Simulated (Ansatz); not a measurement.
Si:

```
CELL_PARAMETERS angstrom
4.12095 0.00000 0.00000
-2.06047 3.56885 0.00000
0.00000 0.00000 2.65479
ATOMIC_POSITIONS crystal
Si 0.33333 0.66667 0.50000
Si 0.66667 0.33333 0.50000
```

The cell was built by a generator and needn't be a form met in nature.

* Program: Ansatz 0.2.0
* Task: relaxation of cell and atoms
* Functional: HSEsol
* Potentials or basis: Ansatz PAW
* Cutoff: 420 eV (not typed: the program's choice for these potentials)
* k mesh: 4 × 4 × 5
* Occupations: fermi-dirac, width 0.05 eV
* Spin: no spin polarisation

At the start: volume 19.52 Å³/atom.

Question: How do energy, volume and symmetry change on relaxing?

Answer: It ends after 5 steps and the volume is 18.65 Å³/atom (-4.5 %); space group P6/mmm (No. 191, to 0.05 Å).

Step by step:
```tsv
step	energy change (eV)	largest force (eV/Å)	volume (Å³)
1	0.0000	0.0000	39.04
2	-0.0674	0.0000	37.24
3	-0.0687	0.0000	37.36
4	-0.0688	0.0000	37.30
5	-0.0687	0.0000	37.30
```

Final structure:
```yaml
crystal:
  lattice:
    - [4.11879, 0.00000, 0.00000]
    - [-2.05939, 3.56698, 0.00000]
    - [0.00000, 0.00000, 2.53909]
  atoms:
    - { symbol: Si, position: [0.33333, 0.66667, 0.50000] }
    - { symbol: Si, position: [0.66667, 0.33333, 0.50000] }
```

Caveat: the k mesh is coarse (spacing up to 0.47 Å⁻¹), so the values aren't converged, least of all with exact exchange; the plane-wave basis is chosen anew once the cell has moved, so the energies of steps on either side of that aren't comparable; the PAW data sets come from PBE, with cores solved anew for the run's functional, which leaves a small shift of forces and pressure.
